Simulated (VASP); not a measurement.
Crystal: SnO2.

```
Sn O
1.0
     3.02327    0.00000    0.00000
     0.00000    4.96468    0.00000
     0.00000    0.00000    5.97696
Sn O
1 2
Direct
  0.50000 0.50000 0.00000
  0.00000 0.50000 0.77572
  0.00000 0.50000 0.22428
```

The cell was built by a generator and needn't be a form met in nature.

* Program: VASP 6.6.1
* Task: relaxation of cell and atoms
* Functional: PBE
* Potentials or basis: VASP PAW PBE potentials, release 64 (Sn_d, O)
* Cutoff: 600 eV
* k mesh: 9 × 6 × 5
* Occupations: fermi-dirac, width 0.05 eV
* Spin: no spin polarisation

At the start: pressure 0.7 GPa; volume 29.90 Å³/atom.

Problem. Where does the relaxation end?

Solution. Over 45 steps the energy falls by 9.1 meV/atom and the volume is 37.49 Å³/atom (+25.4 %); space group Pmmm (No. 47, to 0.05 Å).

The path:
| step | energy change (eV) | largest force (eV/Å) | pressure (GPa) | volume (Å³) |
| --- | --- | --- | --- | --- |
| 1 | 0.0000 | 0.0912 | 0.70 | 89.71 |
| 3 | -0.0016 | 0.0550 | 0.12 | 90.33 |
| 5 | -0.0050 | 0.0149 | 0.09 | 92.01 |
| 7 | -0.0127 | 0.1748 | 0.03 | 99.74 |
| 9 | -0.0141 | 0.1652 | 0.03 | 100.36 |
| 11 | -0.0196 | 0.1225 | 0.03 | 103.14 |
| 13 | -0.0239 | 0.0301 | -0.06 | 114.52 |
| 15 | -0.0265 | 0.0263 | 0.00 | 110.40 |
| 17 | -0.0266 | 0.0246 | -0.02 | 109.23 |
| 19 | -0.0267 | 0.0081 | -0.01 | 109.60 |
| 21 | -0.0267 | 0.0040 | -0.01 | 109.70 |
| 23 | -0.0267 | 0.0038 | 0.01 | 109.68 |
| 25 | -0.0267 | 0.0006 | 0.04 | 109.74 |
| 27 | -0.0267 | 0.0311 | -0.01 | 110.06 |
| 29 | -0.0268 | 0.0300 | -0.02 | 110.32 |
| 31 | -0.0270 | 0.0241 | -0.07 | 111.47 |
| 33 | -0.0270 | 0.0018 | 0.01 | 111.49 |
| 35 | -0.0272 | 0.0117 | 0.02 | 111.74 |
| 37 | -0.0273 | 0.0149 | 0.02 | 112.18 |
| 39 | -0.0273 | 0.0090 | -0.03 | 112.35 |
| 41 | -0.0274 | 0.0160 | -0.03 | 112.45 |
| 43 | -0.0274 | 0.0201 | -0.03 | 112.52 |
| 45 | -0.0274 | 0.0065 | -0.01 | 112.48 |

Final structure:
```yaml
crystal:
  lattice:
    - [3.03201, 0.00000, 0.00000]
    - [0.00000, 5.72497, 0.00000]
    - [0.00000, 0.00000, 6.47991]
  atoms:
    - { symbol: Sn, position: [0.50000, 0.50000, 0.00000] }
    - { symbol: O, position: [0.00000, 0.50000, 0.79258] }
    - { symbol: O, position: [0.00000, 0.50000, 0.20742] }
```

Caveat: the volume moved by over 15 % at a fixed basis, so the end points are rough.
